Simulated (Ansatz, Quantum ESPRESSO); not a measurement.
## ZrC: programs and potentials compared

```
CELL_PARAMETERS angstrom
3.39148 0.00000 0.00000
-1.69574 2.93710 0.00000
0.00000 0.00000 5.29005
ATOMIC_POSITIONS crystal
Zr 0.66667 0.33333 0.75000
Zr 0.33333 0.66667 0.25000
C 0.00000 0.00000 0.50000
C 0.00000 0.00000 0.00000
```

The cell comes from a database or a generator and needn't be the stable form of this composition.

Alike in all runs: task band structure; functional LDA; k mesh 9 × 9 × 5; occupations fermi-dirac, width 0.05 eV; no spin polarisation; no spin-orbit coupling. LDA stands for any of its common fits. Pressure is positive in compression and, in plane waves, holds the error of the finite cutoff, which Ansatz's Pulay term estimates and takes out.

```tsv
program and potentials	plane-wave cutoff (eV)	notes	pressure (GPa)
Ansatz, Ansatz PAW	420	potentials made for PBE, which Ansatz adapts in part; Pulay term of +0.26 GPa included	-11.77
Ansatz, all-electron LAPW, scalar-relativistic	-	-	-11.70
Quantum ESPRESSO, GBRV 1.5 LDA	612	-	-11.75
```

The pressure spans -11.77 (Ansatz, Ansatz PAW) to -11.70 GPa (Ansatz, all-electron LAPW, scalar-relativistic), with all-electron results at -11.70. The cell lies far from this level's equilibrium.

Differences between rows come from potentials, basis sets and numerical settings, since the functional is the same but for its coding. Runs on potential files found faulty are left out.
